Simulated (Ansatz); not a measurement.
# TiO2 (R-3m) in Ansatz: further runs

Runs on TiO2. Level: r2SCAN. Tasks: single point, equation of state.

Everything below comes from runs of Ansatz 0.2.0. Logs are shortened: lines on timing, memory, paths and dates and some standing lists are left out, and cuts for length are marked.

## 1. The crystal as given

The structure is trigonal, space group R-3m (No. 166). The conventional cell has a = 2.995 Å, b = 2.995 Å, c = 20.945 Å, α = 90.00°, β = 90.00°, γ = 120.00°. Ti (site symmetry -3m) has 6 O at 1.98 Å as nearest neighbours. O (site symmetry 3m) has 3 Ti at 1.98 Å as nearest neighbours.

Measurements of this composition are mostly on another form, of space group No. 141.

## 2. Single point, r2SCAN, 16.99 Å³/atom (volume scaled by 0.94)

Input file input.yaml:

```yaml
crystal:
  lattice:
    - [1.4667648451, 0.8468370781, 6.8390239066]
    - [-1.4667648451, 0.8468370781, 6.8390239066]
    - [0.0, -1.6936741564, 6.8390239066]
  atoms:
    - { symbol: Ti, position: [0.0, 0.0, 0.0] }
    - { symbol: O, position: [0.379533, 0.379533, 0.379533] }
    - { symbol: O, position: [0.620467, 0.620467, 0.620467] }
hamiltonian:
  xc: r2scan
  pseudopotentials: { kind: paw }
kpoints:
  mp_grid: { grid: [10, 10, 10] }
scf:
  occupations: { method: fermi_dirac, width: 0.05 }
output:
  forces: true
  stress: true
  eigenvalues: true
```

Potentials or basis: Ansatz PAW.

Launch:

```sh
$ ansatz run input.yaml --threads 2 --pin off --max-ram 5632MiB --backend cpu --events-out ev --progress --plain --runs-dir out
```

What it wrote:

```text
Warning: RAYON_NUM_THREADS=2 ignored (pool sized by the plan → 2); use --threads N
basis.fft_grid_basis auto: the FFT boxes are laid along the combinations [[1, 0, -1], [0, 1, -1], [0, 0, 1]] of the cell's own vectors, 2.934, 2.934 and 7.046 Å long. The dense box has 24×24×54 points. Along the cell's own vectors, as sized, it would have 54×54×54, 5.06 times as many. Of the 12 symmetry operations that the crystal satisfies within crystal.symmetry.tolerance (time reversal apart; of a slab, those that keep its plane) the dense box along the cell's own vectors carries 12, and the one as laid loses 8 of those. basis.fft_grid_basis: typed keeps the cell's own vectors: state it where this run's energies or levels are differenced outside the engine with another run's, or held beside a run that keeps those vectors.
Engine: ansatz 0.2.0, x86_64-unknown-linux-gnu
Pseudopotentials: kind: paw
Pseudopotential: Ti, paw, valence charge 12, recommended cutoff 500 eV (meta_gga), Ti.paw.azcp
Pseudopotential: O, paw, valence charge 6, recommended cutoff 500 eV (meta_gga), O.paw.azcp
Functional definition: r2SCAN
  parameter k0 = 0.174
  parameter k1 = 0.065
  parameter a1 = 4.9479
  exchange = r2scan_x(k0 = k0, k1 = k1, a1 = a1)
  correlation = r2scan_c
Crystal: 3 atoms, lattice volume = 50.969 Å³
Basis set: ecut = 500 eV, 1291 PW (Γ), FFT grids on a1−a3, a2−a3, a3, exchange–correlation on 96×96×216 points (64 copies of the dense FFT grid, shifted against one another)
Bands: 16, of which v1, the nominal top of the filled ones, is band 12 counted from 1 (11 counted from 0)
Symmetry: 12 space group operations
Space group: R-3m (ITA 166), of the structure as read, at distance tolerance 3.7e-5 Å
k-points: 116 of 1000
Non-local potential: Ti, projectors of the file, l = 0: 3, l = 1: 2, l = 2: 3, l = 3: 1
Non-local potential: O, projectors of the file, l = 0: 2, l = 1: 2, l = 2: 1
PAW form: soft (Blöchl's): semilocal exchange-correlation on the pseudo side does not see the compensation charge
PAW frozen core: Ti, regenerated for the run's functional (the file was generated under x = pbe(κ = 0.804, μ = 0.2195149727645171), c = pbe(β = 0.06672455060314922))
PAW frozen core: O, regenerated for the run's functional (the file was generated under x = pbe(κ = 0.804, μ = 0.2195149727645171), c = pbe(β = 0.06672455060314922))
PAW one-centre angular grid: Ti, 590 points (default); XC on 160 Gauss nodes
PAW one-centre angular grid: O, 302 points (default); XC on 160 Gauss nodes
Initial density: superposition of atomic densities (neutral atoms: chi_scale 0, normalization atom), corrected by the library's trained network
Initial wavefunctions: pseudopotential atomic-orbital guess
Functional: x = r2scan, c = r2scan; τ floored in thin density (d = 2e-4 eV/Å³)
SCF iter   1: F=—  HF=-3645.714907 eV  |F-HF|=—  |Δ(HF+E_count)|=         —  Δρ=1.98e-2  dr2=2.32e-1  dr2_τ=2.06e-1  ethr=1.77e-3  ⟨swp⟩=6.2  Hψ=10161  notcnv=0
preconditioner: auto → none  [insulator: Δε(μ)=3.764 eV  Ē_g=11.459 eV  σ=0.050 eV  W_gap=1.00  n_scr=4 (ndim 8)  ℏωp=20.8 eV  f_vac=0.398  D(μ)=0.00/eV (n_scr^D=0)  ε∞_Penn≈4.3]
SCF iter   2: F=—  HF=-3645.823560 eV  |F-HF|=—  |Δ(HF+E_count)|=   1.09e-1  Δρ=2.73e-2  dr2=3.84e-1  dr2_τ=4.21e-2  ethr=9.67e-4  ⟨swp⟩=3.0  Hψ=4898  notcnv=0
SCF iter   3: F=—  HF=-3645.754703 eV  |F-HF|=—  |Δ(HF+E_count)|=   6.89e-2  Δρ=5.68e-3  dr2=7.68e-3  dr2_τ=6.84e-4  ethr=9.67e-4  ⟨swp⟩=2.0  Hψ=2908  notcnv=0
SCF iter   4: F=—  HF=-3645.755259 eV  |F-HF|=—  |Δ(HF+E_count)|=   5.56e-4  Δρ=2.76e-3  dr2=4.15e-3  dr2_τ=2.63e-4  ethr=3.20e-5  ⟨swp⟩=2.1  Hψ=2658  notcnv=0
SCF iter   5: F=—  HF=-3645.754497 eV  |F-HF|=—  |Δ(HF+E_count)|=   7.62e-4  Δρ=2.41e-4  dr2=3.40e-5  dr2_τ=1.70e-6  ethr=1.73e-5  ⟨swp⟩=2.2  Hψ=2809  notcnv=0
SCF iter   6: F=—  HF=-3645.754503 eV  |F-HF|=—  |Δ(HF+E_count)|=   5.98e-6  Δρ=9.50e-5  dr2=4.03e-6  dr2_τ=3.88e-7  ethr=1.42e-7  ⟨swp⟩=2.7  Hψ=3462  notcnv=0
SCF iter   7: F=—  HF=-3645.754502 eV  |F-HF|=—  |Δ(HF+E_count)|=   6.74e-7  Δρ=1.68e-5  dr2=1.38e-7  dr2_τ=2.46e-8  ethr=1.68e-8  ⟨swp⟩=2.8  Hψ=3287  notcnv=0
SCF iter   8: F=-3645.754502 eV  HF=-3645.754502 eV  |F-HF|=7.62e-8  |Δ(HF+E_count)|=   1.07e-9  Δρ=1.24e-5  dr2=8.95e-8  dr2_τ=3.01e-9  ethr=4.17e-10  ⟨swp⟩=5.6  Hψ=8047  notcnv=0
SCF 1 converged in 8 iterations: F = -3645.754502 eV  dr2 = 8.95e-8
SCF converged after 8 iterations
Free energy (F): -3645.754502 eV
Harris-Foulkes:  -3645.754502 eV  (|F-HF|=7.62e-8)
Internal energy: -3645.754502 eV  (E = F + TS)
E sigma→0 (E₀):  -3645.754502 eV
Fermi energy:    3.181380 eV
--- Per-component energies (eV) ---
  E_band       = -379.388112
  E_kinetic    = 628.439794
  E_local      = -4073.953781  (includes V_loc(G=0)·N_el)
  E_nonlocal   = 96.403955
  E_hartree    = 1772.035160
  E_xc         = -241.922655
  E_vxc        = -347.860266  (∫ρ·V_xc dr)
  E_paw        = -1374.194936  (= ΣΔE_a)
  E_vpaw       = -249.784272  (= ΣTr[D̂ρ^β])
  E_aug_tail   = 0.002223  (compensation charges beyond the density's cutoff)
  E_vtau       = 23.299938  (kinetic-family band-sum trace: ∫τ·v_τ [+ j·A + Jᵃ·Aᵃ] dr)
  E_ewald      = -452.246924
  E_core_change = -0.317339  (= ΣΔE_core)
  E_smearing   = -0.000000  (= −TS)
  E_closure    = 0.000000  (closes the sum)
  Σ components = -3645.754502   (vs F -3645.754502, Δ=0.00e0)
--- Forces (eV/Å), atoms counted from 1 ---
  atom   1  Ti    -0.00000000     0.00000000     0.00000000
  atom   2  O      0.00000000    -0.00000000     0.53449084
  atom   3  O      0.00000000     0.00000000    -0.53449084
  max |Σ_I F_I| component: 1.11e-16 eV/Å
--- Stress (GPa, compression-positive) ---
        6.628426      -0.000000       0.000000
        0.000000       6.628426       0.000000
        0.000000       0.000000       3.141003
  P = ⅓ Tr σ = 5.4660 GPa (54.660 kbar)
--- Band table (eV; the first three rows and the last of 116) ---
  k-point 0: bands = ["-56.8506", "-32.0865", "-31.7519", "-31.7519", "-17.1374", "-15.1749", "-2.4337", "-2.4337", "-2.4182", "0.8013", "1.3262", "1.3262", "4.7793", "4.7793", "6.6715", "9.3181"]
  k-point 1: bands = ["-56.8418", "-32.0702", "-31.8263", "-31.7652", "-16.9881", "-15.2578", "-2.4941", "-2.3219", "-2.2638", "0.7742", "1.0593", "1.1025", "4.9211", "5.0285", "6.6206", "8.9910"]
  k-point 2: bands = ["-56.8188", "-32.0390", "-32.0043", "-31.7999", "-16.6063", "-15.4577", "-2.5501", "-2.0366", "-1.8638", "-0.2551", "0.6610", "1.4051", "5.1349", "5.5123", "6.4600", "8.4641"]
  k-point 115: bands = ["-56.8506", "-32.0866", "-31.7519", "-31.7519", "-17.1370", "-15.1759", "-2.4338", "-2.4338", "-2.3937", "0.7383", "1.3264", "1.3264", "4.7792", "4.7792", "6.6920", "9.3175"]
```

It took 3.7 s on 2 threads of Intel Xeon 6975P-C (Granite Rapids), shared host; peak memory 0.56 GiB.

What came out:

| Property | Result |
| --- | --- |
| Free energy | -3645.7545 eV |
| Pressure | 5.5 GPa |
| Largest force | 0.534 eV/Å |
| Band gap on the k mesh | 3.27 eV, indirect (least direct gap 3.45 eV) |

Caveat: the PAW data sets come from PBE, with cores solved anew for the run's functional, which leaves a small shift of forces and pressure.

## 3. Single point, r2SCAN, 17.35 Å³/atom (volume scaled by 0.96)

Edit input.yaml of step 2 so:

```diff
@@ -2,5 +2,5 @@
   lattice:
-    - [1.4667648451, 0.8468370781, 6.8390239066]
-    - [-1.4667648451, 0.8468370781, 6.8390239066]
-    - [0.0, -1.6936741564, 6.8390239066]
+    - [1.4770945154, 0.852800916, 6.8871876337]
+    - [-1.4770945154, 0.852800916, 6.8871876337]
+    - [0.0, -1.7056018321, 6.8871876337]
   atoms:
```

Potentials or basis: Ansatz PAW.

Launch:

```sh
$ ansatz run input.yaml --threads 2 --pin off --max-ram 5632MiB --backend cpu --events-out ev --progress --plain --runs-dir out
```

It took 3.9 s on 2 threads of Intel Xeon 6975P-C (Granite Rapids), shared host; peak memory 0.56 GiB.

The run converged. Its results:

```
Free energy            : -3645.7802 eV
Pressure               : 2.2 GPa
Largest force          : 0.182 eV/Å
Band gap on the k mesh : 3.20 eV, indirect (least direct gap 3.39 eV)
```

Caveat: the PAW data sets come from PBE, with cores solved anew for the run's functional, which leaves a small shift of forces and pressure.

## 4. Single point, r2SCAN, 17.71 Å³/atom (volume scaled by 0.98)

Edit input.yaml of step 3 so:

```diff
@@ -2,5 +2,5 @@
   lattice:
-    - [1.4770945154, 0.852800916, 6.8871876337]
-    - [-1.4770945154, 0.852800916, 6.8871876337]
-    - [0.0, -1.7056018321, 6.8871876337]
+    - [1.487281696, 0.8586824875, 6.9346869804]
+    - [-1.487281696, 0.8586824875, 6.9346869804]
+    - [0.0, -1.7173649751, 6.9346869804]
   atoms:
```

Launch:

```sh
$ ansatz run input.yaml --threads 2 --pin off --max-ram 5632MiB --backend cpu --events-out ev --progress --plain --runs-dir out
```

Wall time 4.6 s (2 threads of Intel Xeon 6975P-C (Granite Rapids), shared host); peak memory 0.56 GiB.

It converged, with:

| Item | Value |
| --- | --- |
| Free energy | -3645.7849 eV |
| Pressure | -0.7 GPa |
| Largest force | 0.143 eV/Å |
| Band gap on the k mesh | 3.13 eV, indirect (least direct gap 3.33 eV) |

Caveat: the PAW data sets come from PBE, with cores solved anew for the run's functional, which leaves a small shift of forces and pressure.

## 5. Single point, r2SCAN, 18.07 Å³/atom

Edit input.yaml of step 4 so:

```diff
@@ -2,5 +2,5 @@
   lattice:
-    - [1.487281696, 0.8586824875, 6.9346869804]
-    - [-1.487281696, 0.8586824875, 6.9346869804]
-    - [0.0, -1.7173649751, 6.9346869804]
+    - [1.4973312015, 0.8644845722, 6.9815443949]
+    - [-1.4973312015, 0.8644845722, 6.9815443949]
+    - [0.0, -1.7289691445, 6.9815443949]
   atoms:
```

Launch:

```sh
$ ansatz run input.yaml --threads 2 --pin off --max-ram 5632MiB --backend cpu --events-out ev --progress --plain --runs-dir out
```

It took 4 s on 2 threads of Intel Xeon 6975P-C (Granite Rapids), shared host; peak memory 0.56 GiB.

Results (log left out):

| Quantity | Value |
| --- | --- |
| Free energy | -3645.7708 eV |
| Pressure | -3.4 GPa |
| Largest force | 0.443 eV/Å |
| Band gap on the k mesh | 3.06 eV, indirect (least direct gap 3.26 eV) |

Caveat: the PAW data sets come from PBE, with cores solved anew for the run's functional, which leaves a small shift of forces and pressure.

## 6. Single point, r2SCAN, 18.44 Å³/atom (volume scaled by 1.02)

Edit input.yaml of step 5 so:

```diff
@@ -2,5 +2,5 @@
   lattice:
-    - [1.4973312015, 0.8644845722, 6.9815443949]
-    - [-1.4973312015, 0.8644845722, 6.9815443949]
-    - [0.0, -1.7289691445, 6.9815443949]
+    - [1.5072475912, 0.8702098024, 7.0277811357]
+    - [-1.5072475912, 0.8702098024, 7.0277811357]
+    - [0.0, -1.740419605, 7.0277811357]
   atoms:
```

Potentials or basis: Ansatz PAW.

Launch:

```sh
$ ansatz run input.yaml --threads 2 --pin off --max-ram 5632MiB --backend cpu --events-out ev --progress --plain --runs-dir out
```

Run time: 4.4 s. Hardware: 2 threads of Intel Xeon 6975P-C (Granite Rapids), shared host; peak memory 0.57 GiB.

It converged, with:

```
Free energy            : -3645.7397 eV
Pressure               : -5.8 GPa
Largest force          : 0.720 eV/Å
Band gap on the k mesh : 2.99 eV, indirect (least direct gap 3.20 eV)
```

Caveat: the PAW data sets come from PBE, with cores solved anew for the run's functional, which leaves a small shift of forces and pressure.

## 7. Single point, r2SCAN, 18.80 Å³/atom (volume scaled by 1.04)

Edit input.yaml of step 6 so:

```diff
@@ -2,5 +2,5 @@
   lattice:
-    - [1.5072475912, 0.8702098024, 7.0277811357]
-    - [-1.5072475912, 0.8702098024, 7.0277811357]
-    - [0.0, -1.740419605, 7.0277811357]
+    - [1.5170351874, 0.8758606738, 7.0734173569]
+    - [-1.5170351874, 0.8758606738, 7.0734173569]
+    - [0.0, -1.7517213477, 7.0734173569]
   atoms:
```

Launch:

```sh
$ ansatz run input.yaml --threads 2 --pin off --max-ram 5632MiB --backend cpu --events-out ev --progress --plain --runs-dir out
```

It took 4.3 s on 2 threads of Intel Xeon 6975P-C (Granite Rapids), shared host; peak memory 0.57 GiB.

Results (log left out):

- Free energy: -3645.6934 eV
- Pressure: -7.9 GPa
- Largest force: 0.976 eV/Å
- Band gap on the k mesh: 2.93 eV, indirect (least direct gap 3.14 eV)

Caveat: the PAW data sets come from PBE, with cores solved anew for the run's functional, which leaves a small shift of forces and pressure.

## 8. Single point, r2SCAN, 19.16 Å³/atom (volume scaled by 1.06)

Edit input.yaml of step 7 so:

```diff
@@ -2,5 +2,5 @@
   lattice:
-    - [1.5170351874, 0.8758606738, 7.0734173569]
-    - [-1.5170351874, 0.8758606738, 7.0734173569]
-    - [0.0, -1.7517213477, 7.0734173569]
+    - [1.5266980925, 0.8814395546, 7.1184721853]
+    - [-1.5266980925, 0.8814395546, 7.1184721853]
+    - [0.0, -1.7628791093, 7.1184721853]
   atoms:
```

Launch:

```sh
$ ansatz run input.yaml --threads 2 --pin off --max-ram 5632MiB --backend cpu --events-out ev --progress --plain --runs-dir out
```

Wall time 4.9 s (2 threads of Intel Xeon 6975P-C (Granite Rapids), shared host); peak memory 0.57 GiB.

The run converged. Its results:

```yaml
Free_energy: -3645.6334 eV
Pressure: -9.8 GPa
Largest_force: 1.213 eV/Å
Band_gap_on_the_k_mesh: 2.86 eV, indirect (least direct gap 3.09 eV)
```

Caveat: the PAW data sets come from PBE, with cores solved anew for the run's functional, which leaves a small shift of forces and pressure; forces of over 1 eV/Å show positions far from the minimum, so gaps and moduli don't describe the material at rest.

## 9. Equation of state, r2SCAN

Potentials or basis: Ansatz PAW.

No new run: the results of the series are fitted here.

What came out:

```
Equilibrium volume                        : 17.62 Å³/atom
Bulk modulus at fixed shape and positions : 140 GPa
Pressure derivative of the bulk modulus   : 4.3
```

Energy against volume, from the lowest point:
| volume (Å³/atom) | energy (meV/atom) |
| --- | --- |
| 16.990 | 10.14 |
| 17.351 | 1.57 |
| 17.713 | 0.00 |
| 18.074 | 4.72 |
| 18.436 | 15.08 |
| 18.797 | 30.52 |
| 19.159 | 50.51 |

Caveat: the cell was scaled at fixed shape and fractional positions, which overstates the stiffness of a crystal with free parameters, most of all of layers and chains; the PAW data sets were made with another functional, which shifts forces and pressure a little.
